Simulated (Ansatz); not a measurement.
**Cu: a strain scan**

Aim: for Cu, see how energy and stress answer to the strain pattern (1, -1, 0, 0, 0, 0).

Program: Ansatz 0.2.0. Level of theory: DFT PBE, scalar-relativistic, plane waves, PAW. These are calculated values, not measurements.

**1. The system as given**

Symmetry: Fm-3m, No. 225, cubic system. Conventional cell: a = 3.615 Å, b = 3.615 Å, c = 3.615 Å, α = 90.00°, β = 90.00°, γ = 90.00°. Cu (site symmetry m-3m) is surrounded by 12 Cu at 2.56 Å.

As a file:

```
Cu
1.0
     0.00000    1.80750    1.80750
     1.80750    0.00000    1.80750
     1.80750    1.80750    0.00000
Cu
1
Cartesian
  0.0000 0.0000 0.0000
```

No relaxation comes first: the listed cell is the starting point.

**2. The reference cell**

The reference gives a free energy of -6625.1761 eV, pressure 1.78 GPa, largest force 0.000 eV/Å and gap on the mesh none (metal). It was computed beforehand with the settings of the runs below.

**3. The scan: a strain scan**

The cell is strained by ε times the Voigt pattern (1, -1, 0, 0, 0, 0) (xx, yy, zz, yz, xz, xy; engineering shear), with fractional coordinates fixed (clamped ions). The stress on the pattern is the sum of the stress components weighted by it, tension positive.

**4. At ε = -0.1500**

Input file input.yaml:

```yaml
crystal:
  lattice:
    - [0.0, 2.078625, 1.8075]
    - [1.536375, 0.0, 1.8075]
    - [1.536375, 2.078625, 0.0]
  atoms:
    - { symbol: Cu, position: [0.0, 0.0, 0.0] }
basis:
  ecutwfc: 420
kpoints:
  mp_grid: { grid: [22, 22, 22] }
hamiltonian:
  xc: pbe
scf:
  occupations: { method: gaussian, width: 0.15 }
output:
  forces: true
  stress: true
  eigenvalues: true
```

The run is started by

```console
$ ansatz run input.yaml --threads 1 --pin off --max-ram 2560MiB --backend cpu --events-out ev --progress --plain --runs-dir out
```

**5. ε = 0.1125**

Changes to input.yaml since step 4:

```diff
@@ -2,5 +2,5 @@
   lattice:
-    - [0.0, 2.078625, 1.8075]
-    - [1.536375, 0.0, 1.8075]
-    - [1.536375, 2.078625, 0.0]
+    - [0.0, 1.60415625, 1.8075]
+    - [2.01084375, 0.0, 1.8075]
+    - [2.01084375, 1.60415625, 0.0]
   atoms:
```

**6. Point ε = -0.0750**

Changes to input.yaml since step 5:

```diff
@@ -2,5 +2,5 @@
   lattice:
-    - [0.0, 1.60415625, 1.8075]
-    - [2.01084375, 0.0, 1.8075]
-    - [2.01084375, 1.60415625, 0.0]
+    - [0.0, 1.9430625, 1.8075]
+    - [1.6719375, 0.0, 1.8075]
+    - [1.6719375, 1.9430625, 0.0]
   atoms:
```

**7. At ε = 0.0375**

Changes to input.yaml since step 6:

```diff
@@ -2,5 +2,5 @@
   lattice:
-    - [0.0, 1.9430625, 1.8075]
-    - [1.6719375, 0.0, 1.8075]
-    - [1.6719375, 1.9430625, 0.0]
+    - [0.0, 1.73971875, 1.8075]
+    - [1.87528125, 0.0, 1.8075]
+    - [1.87528125, 1.73971875, 0.0]
   atoms:
```

**8. At ε = 0.1312**

Changes to input.yaml since step 7:

```diff
@@ -2,5 +2,5 @@
   lattice:
-    - [0.0, 1.73971875, 1.8075]
-    - [1.87528125, 0.0, 1.8075]
-    - [1.87528125, 1.73971875, 0.0]
+    - [0.0, 1.570356, 1.8075]
+    - [2.044644, 0.0, 1.8075]
+    - [2.044644, 1.570356, 0.0]
   atoms:
```

**9. Point ε = 0.0937**

Changes to input.yaml since step 8:

```diff
@@ -2,5 +2,5 @@
   lattice:
-    - [0.0, 1.570356, 1.8075]
-    - [2.044644, 0.0, 1.8075]
-    - [2.044644, 1.570356, 0.0]
+    - [0.0, 1.63813725, 1.8075]
+    - [1.97686275, 0.0, 1.8075]
+    - [1.97686275, 1.63813725, 0.0]
   atoms:
```

**10. ε = 0.0562**

Changes to input.yaml since step 9:

```diff
@@ -2,5 +2,5 @@
   lattice:
-    - [0.0, 1.63813725, 1.8075]
-    - [1.97686275, 0.0, 1.8075]
-    - [1.97686275, 1.63813725, 0.0]
+    - [0.0, 1.7059185, 1.8075]
+    - [1.9090815, 0.0, 1.8075]
+    - [1.9090815, 1.7059185, 0.0]
   atoms:
```

**11. At ε = 0.0187**

Changes to input.yaml since step 10:

```diff
@@ -2,5 +2,5 @@
   lattice:
-    - [0.0, 1.7059185, 1.8075]
-    - [1.9090815, 0.0, 1.8075]
-    - [1.9090815, 1.7059185, 0.0]
+    - [0.0, 1.77369975, 1.8075]
+    - [1.84130025, 0.0, 1.8075]
+    - [1.84130025, 1.77369975, 0.0]
   atoms:
```

(Steps that only read results are left out.)

Before running it: what results should come out? Wanted: slope of the stress at ε = 0, from the points at -0.0750, 0 and 0.0187.

**Answer**, as computed:

```
                                                              quantity    value
slope of the stress at ε = 0, from the points at -0.0750, 0 and 0.0187  119 GPa
```

What this shows: From the stress slope, C11 + C22 − 2 C12 is about 119 GPa with the ions clamped. The step is wide, so higher orders mix in. The reference stands under 1.8 GPa, so this is no zero-stress constant. The undisturbed cell stays the lowest of the sampled points.
